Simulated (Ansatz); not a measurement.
Space group P6_3/mmc (No. 194). a = 2.456 Å, b = 2.456 Å, c = 7.050 Å, α = 90.00°, β = 90.00°, γ = 120.00°
```tsv
atom	site	symmetry	x	y	z
C	2b	-6m2	0.0000	0.0000	0.7500
C	2d	-6m2	0.3333	0.6667	0.7500
```

Equation of state of this C structure (not necessarily the ground state), with shape and atoms relaxed at each volume where symmetry leaves them free. It has no gap at any of these volumes. These are results of DFT r2SCAN, scalar-relativistic, plane waves, PAW in Ansatz 0.2.0, not measurements.

Plane waves to 500 eV, a k mesh through Γ of 18×18×6 on the computed 4-atom cell and Gaussian smearing (0.10 eV); no spin polarisation.

| V (Å³/atom) | E − E(largest V) (meV/atom) | P (GPa) |
| --- | --- | --- |
| 8.654 | 1.29 | 1.92 |
| 8.930 | -0.97 | 0.78 |
| 9.206 | -1.60 | 0.00 |
| 9.482 | -1.14 | -0.49 |
| 9.758 | 0.00 | -0.78 |

**Question.** Fit a third-order Birch–Murnaghan equation to E(V).

**Answer.** V0 = 9.21 Å³/atom, B0 = 21 GPa, B0' = 13.7. B0' is unusual or poorly fixed by this range.

The cell holds layers, and where no dispersion correction was added their binding is poorly described.

Cost: 5 runs of about 2.2 core-minutes in all, on Intel Xeon 6975P-C (Granite Rapids) (shared hosts).